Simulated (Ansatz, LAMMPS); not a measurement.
**Amorphous SiO2 (96 atoms): geometry optimisation**

How does amorphous SiO2 (96 atoms) relax, and what do bonds, charges and levels look like afterwards?

Method: Kohn-Sham DFT, PBE, PAW (set soft_2), plane waves, in Ansatz 0.2.0.

Measured values to set the calculation against. A silica glass plate was measured by high-energy x-ray diffraction at 20 K and the Si-O distance was taken from the first PDF peak (“Polyhedral units and network connectivity in calcium aluminosilicate glasses from high-energy x-ray diffraction”, 2000, arxiv:cond-mat/0007490): nearest Si–O distance 1.61 Å; number of O about Si 4. The nearest silicon-silicon distance in amorphous silica was obtained by fitting a symmetric peak to the measured radial distribution (as quoted in “New insights into the origin of the first sharp diffraction peak in amorphous silica from an analysis of chemical and radial ordering”, 2024, arxiv:2403.10632): nearest Si–Si distance 3.08 Å; nearest O–O distance 2.63 Å. The mean Si-O-Si angle was obtained by reanalysing earlier high-energy photon diffraction data in combination with published neutron diffraction data on silica glass (“Bond angle distribution in amorphous germania and silica”, 1996, arxiv:chem-ph/9603004): Si–O–Si angle 148.3 °.

This is a report of a sequence of runs, with most program output left out.

## 1. The structure

The cell holds 96 atoms: 32 Si and 64 O. Cell: a = 11.687 Å, b = 11.687 Å, c = 11.687 Å, α = 90.0°, β = 90.0°, γ = 90.0°. 96 atoms (32 Si, 64 O) placed at random at 2 g/cm³, melted at 5000 K for 10 ps at fixed volume with the Vashishta potential (Vashishta, Kalia, Rino and Ebbsjo, Phys. Rev. B 41, 12197 (1990)). Quenched from 5000 K to 300 K at 50 K/ps and fixed volume, held 5 ps, then minimised at fixed cell. The density is one point of a scan and needn't be that of the real material.

What the set-up can't give: The quench rate of 50 K/ps is orders of magnitude faster than experiment, which tends to freeze in extra defects. The starting topology of bonds comes from the classical model. The Brillouin zone is sampled at Γ only, in a cell whose shortest periodic width is 12 Å.

## 2. Making the structure

A classical potential makes the cell, at a small fraction of what the same run would cost in DFT.

This step: classical MD, Vashishta potential (Vashishta, Kalia, Rino and Ebbsjo, Phys. Rev. B 41, 12197 (1990)) (LAMMPS 22 Jul 2025 - Update 4).

Contents of in.lmp:

```
# melt-quench of Si32O64
units metal
atom_style atomic
boundary p p p
region box block 0 11.6871 0 11.6871 0 11.6871
create_box 2 box
mass 1 28.0850   # Si
mass 2 15.9990   # O
create_atoms 1 random 32 4102 NULL overlap 1.4 maxtry 2000
create_atoms 2 random 64 4109 NULL overlap 1.4 maxtry 2000
pair_style vashishta/table 100000 0.2
pair_coeff * * SiO.1990.vashishta Si O
neigh_modify delay 0 every 1 check yes
thermo_style custom step time temp pe press density
thermo_modify norm yes
timestep 0.001
thermo 100
min_style cg
minimize 1e-4 1e-4 200 2000
reset_timestep 0
velocity all create 5000 4103 mom yes dist gaussian
fix lim all nve/limit 0.05
fix lan all langevin 5000 5000 0.1 4104 zero yes
thermo 500
run 1000 post no
unfix lim
unfix lan
thermo 1666
fix md all nvt temp 5000 5000 0.1
run 10000 post no
unfix md
thermo 9400
fix md all nvt temp 5000 300 0.1
run 94000 post no
unfix md
thermo 2500
fix md all nvt temp 300 300 0.1
run 5000 post no
unfix md
thermo 100
min_style cg
minimize 0 1e-3 2000 20000
write_dump all custom glass.dump id type xs ys zs modify sort id
```

Command:

```
> lmp -in in.lmp -log none -nocite
```

The job ended after 62 s (1 thread of Intel Xeon Platinum 8488C (Sapphire Rapids), shared host; peak memory 0.075 GiB).

## 3. Single point at the start

A single point comes first, to see the forces before anything moves.

Contents of input.yaml:

```yaml
crystal:
  lattice:
    - [11.6871, 0.0, 0.0]
    - [0.0, 11.6871, 0.0]
    - [0.0, 0.0, 11.6871]
  atoms:
    - { symbol: Si, position: [0.09631, 0.40685, 0.68995] }
    - { symbol: Si, position: [0.44171, 0.4978, 0.40817] }
    - { symbol: Si, position: [0.46118, 0.25348, 0.85583] }
    - { symbol: Si, position: [0.4799, 0.56334, 0.65247] }
    - { symbol: Si, position: [0.54879, 0.81148, 0.87979] }
    - { symbol: Si, position: [0.97912, 0.01279, 0.60956] }
    - { symbol: Si, position: [0.11506, 0.21405, 0.49711] }
    - { symbol: Si, position: [0.69859, 0.2245, 0.93845] }
    - { symbol: Si, position: [0.94636, 0.93446, 0.36426] }
    - { symbol: Si, position: [0.62177, 0.44588, 0.85425] }
    - { symbol: Si, position: [0.87363, 0.67266, 0.60288] }
    - { symbol: Si, position: [0.21963, 0.64459, 0.64171] }
    - { symbol: Si, position: [0.31241, 0.67943, 0.88447] }
    - { symbol: Si, position: [0.82742, 0.36078, 0.14185] }
    - { symbol: Si, position: [0.10852, 0.76616, 0.01497] }
    - { symbol: Si, position: [0.25344, 0.41404, 0.89557] }
    - { symbol: Si, position: [0.51639, 0.05215, 0.00494] }
    - { symbol: Si, position: [0.63328, 0.78389, 0.62788] }
    - { symbol: Si, position: [0.05172, 0.79958, 0.76111] }
    - { symbol: Si, position: [0.96836, 0.17261, 0.27104] }
    - { symbol: Si, position: [0.17945, 0.88461, 0.24454] }
    - { symbol: Si, position: [0.47122, 0.92934, 0.48567] }
    - { symbol: Si, position: [0.8723, 0.68924, 0.34602] }
    - { symbol: Si, position: [0.77109, 0.18006, 0.68429] }
    - { symbol: Si, position: [0.50797, 0.15706, 0.60736] }
    - { symbol: Si, position: [0.67881, 0.63545, 0.03196] }
    - { symbol: Si, position: [0.8384, 0.42939, 0.69968] }
    - { symbol: Si, position: [0.30079, 0.73151, 0.41856] }
    - { symbol: Si, position: [0.40277, 0.04357, 0.25332] }
    - { symbol: Si, position: [0.66603, 0.54876, 0.26615] }
    - { symbol: Si, position: [0.93544, 0.58918, 0.1081] }
    - { symbol: Si, position: [0.36758, 0.25317, 0.40621] }
    - { symbol: O, position: [0.45461, 0.03112, 0.57974] }
    - { symbol: O, position: [0.03897, 0.22261, 0.38155] }
    - { symbol: O, position: [0.45698, 0.21801, 0.72226] }
    - { symbol: O, position: [0.37732, 0.35352, 0.8935] }
    - { symbol: O, position: [0.73253, 0.43942, 0.20958] }
    - { symbol: O, position: [0.74911, 0.44839, 0.8034] }
    - { symbol: O, position: [0.92397, 0.45177, 0.10361] }
    - { symbol: O, position: [0.09037, 0.32331, 0.57969] }
    - { symbol: O, position: [0.19252, 0.39753, 0.01488] }
    - { symbol: O, position: [0.47406, 0.23119, 0.49518] }
    - { symbol: O, position: [0.76392, 0.18581, 0.82364] }
    - { symbol: O, position: [0.93595, 0.93966, 0.50166] }
    - { symbol: O, position: [0.92475, 0.67604, 0.47407] }
    - { symbol: O, position: [0.6461, 0.14617, 0.63042] }
    - { symbol: O, position: [0.87373, 0.82528, 0.3192] }
    - { symbol: O, position: [0.62855, 0.62946, 0.16008] }
    - { symbol: O, position: [0.82883, 0.54212, 0.62077] }
    - { symbol: O, position: [0.59243, 0.30821, 0.88504] }
    - { symbol: O, position: [0.27556, 0.55064, 0.8735] }
    - { symbol: O, position: [0.90519, 0.05546, 0.31313] }
    - { symbol: O, position: [0.81772, 0.63444, 0.04507] }
    - { symbol: O, position: [0.47353, 0.98132, 0.35723] }
    - { symbol: O, position: [0.36951, 0.83513, 0.48252] }
    - { symbol: O, position: [0.60221, 0.83532, 0.75359] }
    - { symbol: O, position: [0.28005, 0.98075, 0.23288] }
    - { symbol: O, position: [0.43987, 0.14286, 0.93367] }
    - { symbol: O, position: [0.47764, 0.03708, 0.13632] }
    - { symbol: O, position: [0.38634, 0.1748, 0.29398] }
    - { symbol: O, position: [0.58629, 0.86381, 0.52548] }
    - { symbol: O, position: [0.9398, 0.62736, 0.24219] }
    - { symbol: O, position: [0.6409, 0.74747, 0.96058] }
    - { symbol: O, position: [0.05167, 0.14252, 0.16804] }
    - { symbol: O, position: [0.96891, 0.41981, 0.7418] }
    - { symbol: O, position: [0.1439, 0.53031, 0.64894] }
    - { symbol: O, position: [0.17672, 0.74115, 0.73262] }
    - { symbol: O, position: [0.87319, 0.26544, 0.23004] }
    - { symbol: O, position: [0.76974, 0.30047, 0.02877] }
    - { symbol: O, position: [0.18203, 0.36306, 0.788] }
    - { symbol: O, position: [0.46902, 0.48284, 0.54276] }
    - { symbol: O, position: [0.03268, 0.92414, 0.70334] }
    - { symbol: O, position: [0.04503, 0.64724, 0.04723] }
    - { symbol: O, position: [0.87018, 0.08754, 0.65439] }
    - { symbol: O, position: [0.38236, 0.62243, 0.39113] }
    - { symbol: O, position: [0.43776, 0.72707, 0.86677] }
    - { symbol: O, position: [0.0814, 0.92061, 0.33524] }
    - { symbol: O, position: [0.7477, 0.6273, 0.34599] }
    [... 12 atom lines left out ...]
    - { symbol: O, position: [0.62433, 0.52541, 0.96585] }
    - { symbol: O, position: [0.24324, 0.77446, 0.30113] }
    - { symbol: O, position: [0.64147, 0.1135, 0.99668] }
    - { symbol: O, position: [0.96144, 0.70956, 0.7048] }
    - { symbol: O, position: [0.1159, 0.85034, 0.12497] }
    - { symbol: O, position: [0.51129, 0.93073, 0.93843] }
kpoints:
  mp_grid: { grid: [1, 1, 1] }
hamiltonian:
  xc: pbe
scf:
  occupations: { method: fermi_dirac, width: 0.025 }
output:
  forces: true
```

Command:

```
> ansatz run input.yaml --threads 4 --pin off --max-ram 8192MiB --backend cpu --events-out ev --progress --plain --runs-dir out
```

The job ended after 19 s (4 threads of Intel Xeon Platinum 8488C (Sapphire Rapids), shared host; peak memory 1.9 GiB; 50 s of CPU time).

The run gave:

```
free energy            : -56757.3421 eV
free energy per atom   : -591.2223 eV/atom
SCF cycles             : 15
r.m.s. force component : 0.7859 eV/Å
longest force          : 5.566 eV/Å
Fermi energy           : 4.382 eV
```

The r.m.s. force component of 0.79 eV/Å sets the starting point.

Neighbours are counted within 2.02 Å (O-Si).

Length of the force by element and coordination:

```csv
element,coordination,atoms,mean length of the force (eV/Å),spread,least,most
O,all,64,0.792,0.544,0.0853,2.83
O,1,2,1.08,0.321,0.756,1.40
O,2,61,0.785,0.552,0.0853,2.83
O,3,1,0.605,0,0.605,0.605
Si,all,32,1.47,1.24,0.178,5.57
Si,3,1,1.39,0,1.39,1.39
Si,4,31,1.48,1.26,0.178,5.57
```

## 4. Relaxation

With the cell held, the atoms are moved downhill towards a nearby minimum.

input.yaml, as its differences from that of step 3:

```diff
@@ -15 +15,4 @@
   forces: true
+relax:
+  f_tol: 0.04
+  max_steps: 250
```

Elapsed: 84 s, on 4 threads; peak memory 2 GiB.

Step by step:

```csv
step,energy less that of the first step (eV),largest force component (eV/Å)
1,0.0000,4.2001
2,-1.1648,3.0393
3,-2.3616,1.3101
4,-2.6315,0.5764
5,-2.7839,0.6270
6,-2.8648,0.1413
7,-2.8669,0.1263
8,-2.8742,0.1342
9,-2.8820,0.0864
10,-2.8846,0.0189
11,-2.8846,0.0189
```

The atoms that moved most (Å):

```csv
atom,dx,dy,dz,length
O64,0.207,-0.352,0.207,0.458
O76,-0.204,0.265,-0.252,0.419
O41,0.082,0.318,0.198,0.384
O71,0.280,-0.025,-0.170,0.329
Si13,-0.194,0.149,-0.203,0.318
O67,0.238,-0.103,0.180,0.316
O79,-0.134,-0.007,-0.276,0.307
O47,-0.251,0.098,0.032,0.271
```

The relaxation changed the energy by -30.0 meV/atom, and atoms moved by 0.16 Å r.m.s., 0.46 Å at most.

## 5. Structure statistics after relaxation

Bonds before and after, by the cutoffs listed below:

```csv
pair,bonds before,bonds after,mean before (Å),mean after (Å),spread before (Å),spread after (Å)
O-Si,127,128,1.621,1.639,0.018,0.046
```

Density 2 g/cm³, 16.63 Å³ an atom.

Pair distribution functions g(r), in bins of 0.2 Å:

```csv
r (Å),total,O-O,O-Si,Si-Si
1.50,0.56,0.00,1.26,0.00
1.70,5.92,0.00,13.31,0.00
1.90,0.12,0.00,0.27,0.00
2.10,0.00,0.00,0.00,0.00
2.30,0.00,0.00,0.00,0.00
2.50,0.40,0.89,0.00,0.00
2.70,3.25,7.27,0.04,0.00
2.90,0.39,0.45,0.07,1.42
3.10,0.79,0.26,0.16,5.39
3.30,0.66,0.40,0.68,1.66
3.50,0.54,0.33,0.88,0.00
3.70,0.86,0.47,1.44,0.09
3.90,1.03,0.57,1.69,0.25
4.10,1.45,0.72,2.32,0.81
4.30,1.17,0.81,1.71,0.53
4.50,0.78,1.10,0.46,0.79
4.70,0.75,1.09,0.44,0.67
4.90,1.21,1.73,0.52,1.86
5.10,1.23,1.72,0.74,1.19
5.30,1.01,1.23,0.78,1.02
5.50,0.88,0.80,0.86,1.28
5.70,0.91,0.67,1.06,1.25
```

Bonds by pair of elements; cutoffs follow the first minimum of g(r), held within bounds set by covalent radii, and pairs that aren't listed don't count as bonded:

```csv
pair A-B,cutoff (Å),bonds,mean length (Å),spread (Å),shortest (Å),B about A,A about B
O-Si,2.16,128,1.64,0.046,1.53,2,4
```

How many atoms have how many bonded neighbours:

```csv
element,mean,1,2,3,4
O,2,2,60,2,0
Si,4,0,0,0,32
```

Bond angles (no mean is given where the spread exceeds 20°):

```csv
angle,count,mean (°),spread (°)
O-Si-O,192,109,4.6
Si-O-Si,66,144,13.8
```

Oxygen atoms by the number of network formers (Si, P, Ge, B, Al, As, Ga) bound to them:

```csv
network formers bound to O,O atoms,per cent
0,0,0
1,2,3.1
2,60,93.8
3,2,3.1
```

Network units: each former by its oxygen neighbours and how many of them bridge to another former:

```csv
former,O neighbours,bridging O,atoms
Si,4,3,2
Si,4,4,30
```

Bond length by coordination (bonds to H left out):

```csv
element,coordination,atoms,mean bond length (Å)
O,1,2,1.54
O,2,60,1.63
O,3,2,1.80
```

Rings of the network by King's shortest-path rule, up to 12 atoms, one path for each pair of neighbours; H, halogens, alkali and alkaline-earth atoms are left out, and the last column divides by all other atoms, bonded or not:

```csv
ring size (atoms),rings,per network atom
6,2,0.021
8,10,0.104
10,13,0.135
12,17,0.177
```

First main peaks of g(r), for some of the pairs, lie near 2.7 Å (O-O), 1.6 Å (O-Si) and 3.1 Å (Si-Si). By these cutoffs 94 % of O atoms have 2 and all Si atoms have 4 bonded neighbours. The O-Si-O angle averages 109° with a spread of 5°. 94 % of the oxygens bridge two formers (Si) and 3 % are non-bridging; 3 % join three. The commonest Si unit has 4 oxygens, 4 of them shared with other formers (30 of 32 atoms). Rings of 12 atoms are the most common (40 % of those counted); sizes run from 6 to 12, where the search stops.

(Part 1 of 2 ends here.)

[Logs are printed without paths, hosts, clocks, repeated set-up lines and the standing remarks that a program may print on its own settings, such as how far it seeks lower states.]

[Hosts, paths, dates, database ids (printed as entryN), source tags and the programs' standing remarks are cut or masked in the printed files.]
